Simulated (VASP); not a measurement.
# Na (P6_3/mmc) in VASP: a series of runs

The runs below take Na through single point, with PBE.

All numbers are computed with VASP 6.6.1; they aren't measurements. Logs are shortened: lines on timing, memory, paths and dates and some standing lists are left out, and cuts for length are marked.

**1. The crystal as given**

Symmetry: P6_3/mmc, No. 194, hexagonal system. Conventional cell: a = 3.767 Å, b = 3.767 Å, c = 6.154 Å, α = 90.00°, β = 90.00°, γ = 120.00°. Na (site symmetry -6m2) has 12 Na at 3.77 Å as nearest neighbours.

This isn't the form of Na at room conditions, which is bcc.

**2. Single point, PBE**

The input, INCAR:

```
SYSTEM = Na
PREC     = Accurate       ! precision mode
ENCUT    = 460            ! plane-wave cutoff, eV
EDIFF    = 1E-6           ! SCF threshold, eV
ISMEAR   = 0              ! smearing method
SIGMA    = 0.02           ! smearing width, eV
LREAL    = .FALSE.        ! projectors in reciprocal space
LASPH    = .TRUE.         ! aspherical terms in the spheres
NELM     = 100            ! most SCF steps
ALGO     = Normal         ! electronic algorithm
ISIF     = 2              ! what is computed and relaxed
LWAVE    = .FALSE.        ! write WAVECAR
LCHARG   = .FALSE.        ! write CHGCAR
GGA      = PE             ! functional
NBANDS   = 14             ! bands
ADDGRID  = .FALSE.
```

The input, KPOINTS:

```
regular mesh
0
G
  5 5 3
  0 0 0
```

The input, POSCAR:

```
Na
1.0
    3.7670000000      0.0000000000      0.0000000000
   -1.8835000000      3.2623176961      0.0000000000
    0.0000000000      0.0000000000      6.1540000000
Na
2
Direct
    0.6666666667      0.3333333333      0.7500000000
    0.3333333333      0.6666666667      0.2500000000
```

Potentials or basis: VASP PAW PBE potentials, release 64 (Na_pv).

Run with:

```sh
$ cat potpaw_PBE.64/Na_pv/POTCAR > POTCAR
$ mpirun -np 1 vasp_std > vasp.out
```

OUTCAR:

```text
SYSTEM = Na
   PREC = Accurate
   ENCUT = 460
   EDIFF = 1E-6
   ISMEAR = 0
   LREAL = .FALSE.
   LASPH = .TRUE.
   NELM = 100
   ISIF = 2
   GGA = PE

 Found     10 irreducible k-points:

 Following reciprocal coordinates:
            Coordinates               Weight
  0.000000  0.000000  0.000000      1.000000
  0.200000 -0.000000  0.000000      6.000000
  0.400000 -0.000000  0.000000      6.000000
  0.200000  0.200000  0.000000      6.000000
  0.400000  0.200000  0.000000      6.000000
  0.000000  0.000000  0.333333      2.000000
   k-points           NKPTS =     10   k-points in BZ     NKDIM =     10   number of bands    NBANDS=     14
   number of dos      NEDOS =    301   number of ions     NIONS =      2
   total plane-waves  NPLWV =  37632
   dimension x,y,z NGX =    28 NGY =   28 NGZ =   48
   dimension x,y,z NGXF=    56 NGYF=   56 NGZF=   96
   ions per type =               2
   NGX,Y,Z   is equivalent  to a cutoff of  12.36, 12.36, 12.97 a.u.
   NGXF,Y,Z  is equivalent  to a cutoff of  24.71, 24.71, 25.93 a.u.
 SYSTEM =  Na
   PREC   = accura    normal or accurate (medium, high low for compatibility)
   ISTART =      0    job   : 0-new  1-cont  2-samecut
   ICHARG =      2    charge: 1-file 2-atom 10-const
   ISPIN  =      1    spin polarized calculation?
   LNONCOLLINEAR =      F non collinear calculations
   LSORBIT =      F    spin-orbit coupling
   LASPH  =      T    aspherical Exc in radial PAW
   ENCUT  =  460.0 eV  33.81 Ry    5.81 a.u.   6.59  6.59 10.76*2*pi/ulx,y,z
   NELM   =    100;   NELMIN=  2; NELMDL= -5     # of ELM steps
   EDIFF  = 0.1E-05   stopping-criterion for ELM
   LREAL  =      F    real-space projection
   EDIFFG = 0.1E-04   stopping-criterion for IOM
   NSW    =      0    number of steps for IOM
   IBRION =     -1    ionic relax: 0-MD 1-quasi-New 2-CG
   NFREE  =      0    steps in history (QN), initial steepest desc. (CG)
   ISIF   =      2    stress and relaxation
   ISYM   =      2    0-nonsym 1-usesym 2-fastsym
   POTIM  = 0.5000    time-step for ionic-motion
   TEBEG  =    0.0;   TEEND  =   0.0 temperature during run
   PSTRESS=    0.0 pullay stress
   NELECT =      14.0000    total number of electrons
   NUPDOWN=      -1.0000    fix difference up-down
   EMIN   =  10.00;   EMAX   =-10.00  energy-range for DOS
   EFERMI =   0.00;   METHOD = LEGACY
   ISMEAR =     0;   SIGMA  =   0.02  broadening in eV -4-tet -1-fermi 0-gaus
   EFERMI_NEDOS =   21; number of points for ismear=-14 and -15
   IALGO  =     38    algorithm
   IMIX   =      4    mixing-type and parameters
     AMIX     =   0.40;   BMIX     =  1.00
     AMIX_MAG =   1.60;   BMIX_MAG =  1.00
  volume/ion in A,a.u.               =      37.81       255.18
  Fermi-wavevector in a.u.,A,eV,Ry     =   0.933020  1.763153 11.844235  0.870527
  Thomas-Fermi vector in A             =   2.059678
   LORBIT       =      0    0 simple, 1 ext, 2 COOP (PROOUT), +10 PAW based schemes
   GGA     = PE    functional components
   LHFCALC =     F    Hartree Fock is set to
   AEXX    =    0.0000 exact exchange contribution
   IVDW    =     0    specifies the selected vdW correction
   LEPSILON=     F    determine dielectric tensor
   LRPA    =     F    only Hartree local field effects (RPA)
 non-spin polarized calculation
 Gauss-broadening in eV      SIGMA  =   0.02
  energy-cutoff  :      460.00
  volume of cell :       75.63
 maximum number of plane-waves:      1737
 NGX is ok and might be reduce to    28
   NGX = 13   NGY = 13   NGZ = 21

 number of electron      14.0000011 magnetization

 Free energy of the ion-electron system (eV)
  ---------------------------------------------------
  ext. energy  EPLUGINS =         0.00000000
  ---------------------------------------------------
  free energy    TOTEN  =        -2.67998354 eV

  energy without entropy =       -2.67833807  energy(sigma->0) =       -2.67916080

 E-fermi :   0.4904     XC(G=0):  -6.4505

 val. band max:       -0.2421660671   @ k =   0.4000  -0.0000   0.3333
 cond. band min:       0.4964732126   @ k =   0.2000   0.2000   0.3333
 fundamental gap:      0.7386392797
 Fermi energy:         0.4903818087

 k-point     1 :       0.0000    0.0000    0.0000
  band No.  band energies     occupation
      1     -24.6719      2.00000
      2     -24.6443      2.00000
      3     -24.6443      2.00000
      4     -24.6397      2.00000
      5     -24.6397      2.00000
      6     -24.6394      2.00000
      7      -2.9660      2.00000
      8       0.8234      0.00000
      9       1.2086      0.00000
     10      10.1444      0.00000
     11      10.1445      0.00000
     12      10.4840      0.00000
     13      10.4841      0.00000
     14      10.6378      0.00000

 k-point     2 :       0.2000   -0.0000    0.0000
  band No.  band energies     occupation
      1     -24.6679      2.00000
      2     -24.6527      2.00000
      3     -24.6483      2.00000
      4     -24.6469      2.00000
      5     -24.6412      2.00000
      6     -24.6411      2.00000
      7      -2.3844      2.00000
      8       1.3439      0.00000
      9       1.7690      0.00000
     10       5.9207      0.00000
     11       8.3953      0.00000
     12       8.4618      0.00000
     13       9.2660      0.00000
     14      10.4935      0.00000
[... 37 lines left out ...]
      1     -24.6663      2.00000
      2     -24.6614      2.00000
      3     -24.6562      2.00000
      4     -24.6552      2.00000
      5     -24.6498      2.00000
      6     -24.6487      2.00000
      7       0.9148      0.00000
      8       1.0371      0.00000
      9       3.5255      0.00000
     10       4.4884      0.00000
     11       4.5047      0.00000
     12       4.9225      0.00000
     13       5.9909      0.00000
     14       7.1512      0.00000

 k-point     6 :       0.0000    0.0000    0.3333
  band No.  band energies     occupation
      1     -24.6637      2.00000
      2     -24.6476      2.00000
      3     -24.6431      2.00000
      4     -24.6431      2.00000
      5     -24.6409      2.00000
      6     -24.6409      2.00000
      7      -2.5114      2.00000
      8      -1.1709      2.00000
      9       3.9785      0.00000
     10       7.6354      0.00000
     11      10.4683      0.00000
     12      10.4683      0.00000
     13      10.7021      0.00000
     14      10.7021      0.00000

 [... further k-points ...]

------------------------ aborting loop because EDIFF is reached ----------------------------------------

  FORCE on cell =-STRESS in cart. coord.  units (eV):
  Direction    XX          YY          ZZ          XY          YZ          ZX
  --------------------------------------------------------------------------------------
  -------------------------------------------------------------------------------------
  Total       -0.1515676     -0.1515676     -0.1060050      0.0000000      0.0000000      0.0000000
  in kB       -3.2109809     -3.2109809     -2.2457303      0.0000000      0.0000000      0.0000000
  external PRESSURE =      -2.8892307 kB  Pullay stress =       0.0000000 kB

 VOLUME and BASIS-vectors are now :
 -----------------------------------------------------------------------------
  energy-cutoff  :      460.00
  volume of cell :       75.63
      direct lattice vectors                 reciprocal lattice vectors
     3.767000000  0.000000000  0.000000000     0.265463233  0.153265269  0.000000000
    -1.883500000  3.262317696  0.000000000     0.000000000  0.306530538  0.000000000
     0.000000000  0.000000000  6.154000000     0.000000000  0.000000000  0.162495938

 POSITION                                       TOTAL-FORCE (eV/Angst)
 -----------------------------------------------------------------------------------
      1.88350      1.08744      4.61550         0.000000     -0.000000      0.000000
     -0.00000      2.17488      1.53850        -0.000000      0.000000      0.000000
 -----------------------------------------------------------------------------------
    total drift:                                0.000000     -0.000000      0.000000

  FREE ENERGIE OF THE ION-ELECTRON SYSTEM (eV)
  ---------------------------------------------------
  free  energy   TOTEN  =        -2.6799835354 eV

  energy  without entropy=       -2.6783380706  energy(sigma->0) =       -2.67916080
```

OSZICAR:

```text
N       E                     dE             d eps       ncg     rms          rms(c)
DAV:   1     0.965110871083E+02    0.96511E+02   -0.72140E+03   280   0.867E+02
DAV:   2     0.104747478516E+01   -0.95464E+02   -0.94364E+02   310   0.264E+02
DAV:   3    -0.262870887735E+01   -0.36762E+01   -0.36741E+01   340   0.588E+01
DAV:   4    -0.268008021522E+01   -0.51371E-01   -0.51367E-01   328   0.768E+00
DAV:   5    -0.268122364331E+01   -0.11434E-02   -0.11434E-02   334   0.116E+00    0.283E-01
DAV:   6    -0.268050381827E+01    0.71983E-03   -0.99527E-04   346   0.391E-01    0.190E-01
DAV:   7    -0.268000187521E+01    0.50194E-03   -0.17743E-03   342   0.454E-01    0.227E-02
DAV:   8    -0.267998344382E+01    0.18431E-04   -0.12765E-04   364   0.192E-01    0.404E-03
DAV:   9    -0.267998353535E+01   -0.91535E-07   -0.19341E-06   248   0.216E-02
   1 F= -.26799835E+01 E0= -.26791608E+01  d E =-.164546E-02
```

Run time: 9 s. Hardware: 1 thread of Intel Xeon Platinum 8488C (Sapphire Rapids), shared host; peak memory 0.17 GiB.

The run converged, but some of its settings lie outside the range that counts as converged, so its numbers aren't taken as properties of the crystal.

What came out:

```
Free energy            : -2.6800 eV
Pressure               : -0.3 GPa
Band gap on the k mesh : none (metal or under the smearing width)
```

Caveat: the k mesh is coarse (spacing up to 0.39 Å⁻¹), so the values aren't converged.

**3. Single point, PBE**

INCAR is that of step 2.

KPOINTS is that of step 2.

The input, POSCAR:

```
Na
1.0
    3.7670000000      0.0000000000      0.0000000000
   -1.8835000000      3.2623176961      0.0000000000
    0.0000000000      0.0000000000      6.1540000000
Na
2
Direct
    0.6607270000      0.3253030000      0.7651560000
    0.3322080000      0.6634530000      0.2738460000
```

Potentials or basis: VASP PAW PBE potentials, release 64 (Na_pv).

Run with:

```sh
$ cat potpaw_PBE.64/Na_pv/POTCAR > POTCAR
$ mpirun -np 1 vasp_std > vasp.out
```

Wall time 16 s (1 thread of Intel Xeon Platinum 8488C (Sapphire Rapids), shared host); peak memory 0.18 GiB.

The run converged, but some of its settings lie outside the range that counts as converged, so its numbers aren't taken as properties of the crystal.

What came out:

| Item | Value |
| --- | --- |
| Free energy | -2.6790 eV |
| Pressure | -0.3 GPa |
| Largest force | 0.035 eV/Å |
| Band gap on the k mesh | none (metal or under the smearing width) |

Caveat: the k mesh is coarse (spacing up to 0.39 Å⁻¹), so the values aren't converged.

**4. For comparison**

An earlier run on the cell as given: functional PBE; potentials or basis VASP PAW PBE potentials, release 64 (Na_pv); cutoff 520 eV; k mesh 8 × 8 × 5; occupations fermi-dirac, width 0.05 eV; no spin polarisation.

* Pressure: -0.2 GPa
* Band gap on the k mesh: none (metal or under the smearing width)
